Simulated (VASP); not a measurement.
# Pb (Fm-3m) in VASP: a series of runs, part 3 of 3

VASP 6.6.1. Earlier steps stand in the parts before.

## (4) Relaxation of the atoms, PBEsol (a relaxed cell with its volume scaled by 1.02)

INCAR reads:

```
  PREC = Accurate
  ENCUT = 600
  EDIFF = 1E-7
  ISMEAR = 1
  SIGMA = 0.1
  LREAL = False
  LASPH = True
  NELM = 80
  ALGO = Normal
  ISIF = 2
  LWAVE = False
  LCHARG = False
  GGA = PS
  IBRION = 2
  NSW = 40
  EDIFFG = -0.01
```

KPOINTS reads:

```
Automatic mesh
0
Gamma
  14 14 14
```

POSCAR reads:

```
Pb                                      
1.0
    0.0000000000      2.4835093678      2.4835093678
    2.4835093678      0.0000000000      2.4835093678
    2.4835093678      2.4835093678      0.0000000000
  Pb            
     1
Direct
     0.0000000000000000    0.0000000000000000    0.0000000000000000
```

Potentials or basis: VASP PAW PBE potentials, release 64 (Pb_d).

Command:

```bash
cat potpaw_PBE.64/Pb_d/POTCAR > POTCAR
mpirun -np 1 vasp_std > vasp.out
```

OUTCAR:

```text
PREC = Accurate
   ENCUT = 600
   EDIFF = 1E-7
   ISMEAR = 1
   LREAL = False
   LASPH = True
   NELM = 80
   ISIF = 2
   GGA = PS
   IBRION = 2
   NSW = 40
   EDIFFG = -0.01

 ion  position               nearest neighbor table
   1  0.000  0.000  0.000-

  LATTYP: Found a face centered cubic cell.
 ALAT       =     4.9670187356

  Lattice vectors:

 A1 = (   0.0000000000,   2.4835093678,   2.4835093678)
 A2 = (   2.4835093678,   0.0000000000,   2.4835093678)
 A3 = (   2.4835093678,   2.4835093678,   0.0000000000)

Analysis of symmetry for initial positions (statically):
=====================================================================
 Subroutine PRICEL returns:
 Original cell was already a primitive cell.

 Routine SETGRP: Setting up the symmetry group for a
 face centered cubic supercell.

 Subroutine GETGRP returns: Found 48 space group operations
 (whereof 48 operations were pure point group operations)
 out of a pool of 48 trial point group operations.

The static configuration has the point symmetry O_h .

Analysis of symmetry for dynamics (positions and initial velocities):
=====================================================================
 Subroutine PRICEL returns:
 Original cell was already a primitive cell.

 Routine SETGRP: Setting up the symmetry group for a
 face centered cubic supercell.

 Subroutine GETGRP returns: Found 48 space group operations
 (whereof 48 operations were pure point group operations)
 out of a pool of 48 trial point group operations.

The dynamic configuration has the point symmetry O_h .

 Subroutine INISYM returns: Found 48 space group operations
 (whereof 48 operations are pure point group operations),
 and found     1 'primitive' translations

----------------------------------------------------------------------------------------

[... 116 lines left out ...]
   LHFCALC =     F    Hartree Fock is set to
   AEXX    =    0.0000 exact exchange contribution
   IVDW    =     0    specifies the selected vdW correction
   LEPSILON=     F    determine dielectric tensor
   LRPA    =     F    only Hartree local field effects (RPA)
 conjugate gradient relaxation of ions
 non-spin polarized calculation
 Methfessel and Paxton  Order N= 1 SIGMA  =   0.10
  energy-cutoff  :      600.00
  volume of cell :       30.64
 maximum number of plane-waves:      1034
   NGX = 13   NGY = 13   NGZ = 13

 number of electron      14.0000000 magnetization

 Free energy of the ion-electron system (eV)
  ---------------------------------------------------
  ext. energy  EPLUGINS =         0.00000000
  ---------------------------------------------------
  free energy    TOTEN  =        -4.00109015 eV

  energy without entropy =       -4.00101203  energy(sigma->0) =       -4.00106411

 E-fermi :   7.0132     XC(G=0): -10.2918

 val. band max:        7.0047284004   @ k =   0.3571   0.2143   0.0000
 cond. band min:       7.0206796753   @ k =  -0.2857   0.2857   0.0714
 fundamental gap:      0.0159512748
 Fermi energy:         7.0131527419

 k-point     1 :       0.0000    0.0000    0.0000
  band No.  band energies     occupation
      1      -9.9934      2.00000
      2      -9.9934      2.00000
      3      -9.9934      2.00000
      4      -9.8558      2.00000
      5      -9.8558      2.00000
      6      -4.7123      2.00000
      7      14.3171      0.00000
      8      14.3171      0.00000
      9      14.3171      0.00000
     10      16.7431      0.00000
     11      18.1707      0.00000
[... 309 lines left out ...]
 k-point    24 :       0.2857    0.1429    0.0000
  band No.  band energies     occupation
      1     -10.0334      2.00000
      2      -9.9364      2.00000
      3      -9.9089      2.00000
      4      -9.8678      2.00000
      5      -9.7880      2.00000
      6      -3.2953      2.00000
      7       8.1956     -0.00000
      8      11.6629      0.00000
      9      11.8982      0.00000
     10      15.3833      0.00000
     11      16.9657      0.00000

 [... further k-points ...]

------------------------ aborting loop because EDIFF is reached ----------------------------------------

  FORCE on cell =-STRESS in cart. coord.  units (eV):
  Direction    XX          YY          ZZ          XY          YZ          ZX
  --------------------------------------------------------------------------------------
  -------------------------------------------------------------------------------------
  Total       -0.1730929     -0.1730929     -0.1730929      0.0000000     -0.0000000      0.0000000
  in kB       -9.0523730     -9.0523730     -9.0523730      0.0000000     -0.0000000      0.0000000
  external PRESSURE =      -9.0523730 kB  Pullay stress =       0.0000000 kB

 VOLUME and BASIS-vectors are now :
 -----------------------------------------------------------------------------
  energy-cutoff  :      600.00
  volume of cell :       30.64
      direct lattice vectors                 reciprocal lattice vectors
     0.000000000  2.483509368  2.483509368    -0.201328010  0.201328010  0.201328010
     2.483509368  0.000000000  2.483509368     0.201328010 -0.201328010  0.201328010
     2.483509368  2.483509368  0.000000000     0.201328010  0.201328010 -0.201328010

 POSITION                                       TOTAL-FORCE (eV/Angst)
 -----------------------------------------------------------------------------------
      0.00000      0.00000      0.00000         0.000000     -0.000000      0.000000
 -----------------------------------------------------------------------------------
    total drift:                               -0.000000     -0.000000     -0.000000

  FREE ENERGIE OF THE ION-ELECTRON SYSTEM (eV)
  ---------------------------------------------------
  free  energy   TOTEN  =        -4.0010901535 eV

  energy  without entropy=       -4.0010120300  energy(sigma->0) =       -4.00106411

 reached required accuracy - stopping structural energy minimisation
```

OSZICAR:

```text
N       E                     dE             d eps       ncg     rms          rms(c)
DAV:   1     0.108060040247E+03    0.10806E+03   -0.79826E+03  2294   0.166E+03
DAV:   2     0.875434979807E+00   -0.10718E+03   -0.10493E+03  2363   0.339E+02
DAV:   3    -0.390543128676E+01   -0.47809E+01   -0.47532E+01  2772   0.834E+01
DAV:   4    -0.401319806792E+01   -0.10777E+00   -0.10774E+00  2746   0.136E+01
DAV:   5    -0.401768710078E+01   -0.44890E-02   -0.44889E-02  2830   0.252E+00    0.566E-01
DAV:   6    -0.400448776521E+01    0.13199E-01   -0.20752E-02  2789   0.275E+00    0.268E-01
DAV:   7    -0.400128563288E+01    0.32021E-02   -0.83389E-03  2714   0.163E+00    0.905E-02
DAV:   8    -0.400109255651E+01    0.19308E-03   -0.37708E-04  3334   0.398E-01    0.103E-02
DAV:   9    -0.400109022262E+01    0.23339E-05   -0.80307E-06  2804   0.589E-02    0.457E-03
DAV:  10    -0.400109015347E+01    0.69146E-07   -0.56065E-07  2531   0.864E-03
   1 F= -.40010902E+01 E0= -.40010641E+01  d E =-.400109E+01
```

CONTCAR:

```text
Pb
   1.00000000000000
     0.0000000000000000    2.4835093678000000    2.4835093678000000
     2.4835093678000000    0.0000000000000000    2.4835093678000000
     2.4835093678000000    2.4835093678000000    0.0000000000000000
  Pb
     1
Direct
     0.0000000000000000    0.0000000000000000    0.0000000000000000

  0.00000000E+00  0.00000000E+00  0.00000000E+00
```

Run time: 19 s. Hardware: 1 thread of Intel Xeon Platinum 8488C (Sapphire Rapids), shared host; peak memory 0.18 GiB.

What came out:

| Item | Value |
| --- | --- |
| Free energy | -4.0011 eV |
| Pressure after relaxing | -0.9 GPa |
| Band gap on the k mesh | none (metal or under the smearing width) |

Final structure:
```
CELL_PARAMETERS angstrom
0.00000 2.48351 2.48351
2.48351 0.00000 2.48351
2.48351 2.48351 0.00000
ATOMIC_POSITIONS crystal
Pb 0.00000 0.00000 0.00000
```

Caveat: the relaxation stopped at its first step, so nothing moved; the PAW data sets were made with another functional, which shifts forces and pressure a little.

## (5) The runs side by side

| cell | gap on the mesh (eV) | pressure (GPa) |
| --- | --- | --- |
| atoms relaxed from: a relaxed cell with its volume scaled by 0.98 | none | 1.0 |
| atoms relaxed | none | 0.0 |
| atoms relaxed from: a relaxed cell with its volume scaled by 1.02 | none | -0.9 |

Alike in all rows: task relaxation of the atoms; level PBEsol; potentials or basis VASP PAW PBE potentials, release 64 (Pb_d); no spin polarisation; k mesh 14 × 14 × 14; cutoff (eV) 600; smearing methfessel-paxton 0.1 eV.

Caveats: the relaxation stopped at its first step, so nothing moved; the PAW data sets were made with another functional, which shifts forces and pressure a little.

Absolute energies hang on the potentials; compare differences alone.
